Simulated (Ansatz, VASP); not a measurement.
One calculation of TiO2, two programs

The input INCAR:

```
SYSTEM = TiO2
  PREC = Accurate
  ENCUT = 520
  EDIFF = 1E-6
  ISMEAR = -1
  SIGMA = 0.02
  LREAL = .FALSE.
  LASPH = .TRUE.
  NELM = 100
  ALGO = Fast
  ISIF = 2
  LWAVE = .FALSE.
  LCHARG = .FALSE.
  LDIPOL = .TRUE.
  IDIPOL = 3
  DIPOL = 0.5 0.5 0.473
  GGA = PS
  NBANDS = 33
```

Contents of KPOINTS:

```
Automatic mesh
0
G
  5 5 1
  0 0 0
```

File POSCAR:

```
TiO2
1.0
    2.9946620000      0.0000000000      0.0000000000
   -1.4973310000      2.5934540000      0.0000000000
    0.0000000000      0.0000000000     24.9954529831
Ti O
2 4
Direct
    0.0000000000      0.0000000000      0.2400436593
    0.6666667309      0.3333334619      0.5193562209
    0.3333333887      0.6666667774      0.4806437791
    0.3333333422      0.6666666845      0.2787561010
    0.0000001196      0.0000002392      0.7599563407
    0.0000000732      0.0000001463      0.5580686626
```

Input for Ansatz:

```yaml
crystal:
  lattice:
    - [2.994662, 0.0, 0.0]
    - [-1.4973310000000002, 2.593454, 0.0]
    - [0.0, -0.0, 24.995452983144]
  atoms:
    - { symbol: Ti, position: [0.0, 0.0, 0.24004365930260102] }
    - { symbol: O, position: [0.3333333886907184, 0.6666667773814376, 0.4806437791403793] }
    - { symbol: O, position: [0.33333334224030947, 0.6666666844806192, 0.2787561010218424] }
    - { symbol: Ti, position: [0.6666667309310286, 0.3333334618620573, 0.5193562208596207] }
    - { symbol: O, position: [1.196217471743921e-07, 2.3924349501491804e-07, 0.759956340697399] }
    - { symbol: O, position: [7.317133809969789e-08, 1.463426764214404e-07, 0.5580686625788621] }
basis:
  ecutwfc: 630.0
kpoints:
  mp_grid:
    grid: [5, 5, 1]
hamiltonian:
  xc: pbesol
efield:
  axis: 3
  dipole_correction: true
scf:
  convergence:
    dr2_threshold: 1.0e-08
  occupations:
    method: fermi_dirac
    width: 0.02
output:
  write_potential: true
  forces: true
```

Alike in both runs: task single point; functional PBEsol; k mesh 5 × 5 × 1; occupations fermi-dirac, width 0.02 eV; no spin polarisation.

```csv
,VASP,Ansatz
version,VASP 6.6.1,Ansatz 0.2.0
potentials or method,"VASP PAW PBE potentials, release 64 (Ti_sv, O)","plane waves, PAW"
plane-wave cutoff (eV),520,630
valence electrons in the cell,48,48
```

VASP gave:

- gap on the k mesh at the Fermi level (eV): none
- rms of the force components (eV/Å): 1.009

**Question.** Which values does Ansatz return?

**Answer.** gap on the k mesh at the Fermi level (eV): none; rms of the force components (eV/Å): 1.028.

A gap of «none» marks a metal or a gap that the smearing closes. Ansatz warned: «vacuum_below_fermi».

Caveats: the k mesh is coarse (spacing up to 0.48 Å⁻¹), so the values aren't converged; the PAW data sets were made with another functional, which shifts forces and pressure a little (VASP); semilocal functionals often make such compounds metallic where correlation or magnetic order opens a gap, which also shifts bond lengths.
